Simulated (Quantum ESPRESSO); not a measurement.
## Pd: phonon spectrum and thermodynamics under several settings

```
Pd
1.0
     0.00000    1.94650    1.94650
     1.94650    0.00000    1.94650
     1.94650    1.94650    0.00000
Pd
1
Direct
  0.00000 0.00000 0.00000
```

All runs used Quantum ESPRESSO 7.5; k mesh 12 × 12 × 12; relaxed cell; no spin polarisation; cutoff 612 eV; occupations cold, width 0.2 eV; q mesh 3 × 3 × 3.

```tsv
level	potentials	volume (Å³/atom)	highest frequency (cm⁻¹)	zero-point energy (meV/atom)	entropy at room temperature (k_B/atom)
LDA	GBRV 1.5 LDA	?	?	?	?
PBE	GBRV 1.5 PBE	15.31	217	26.6	4.32
```

Question: What stands in the row left open?

Answer: Volume 14.17 Å³/atom; highest frequency 248 cm⁻¹; zero-point energy 30.3 meV/atom; entropy at room temperature 3.95 k_B/atom.

For the row left open. Caveat: the q mesh is small, so phonon branches between its points and thermal values are rough.
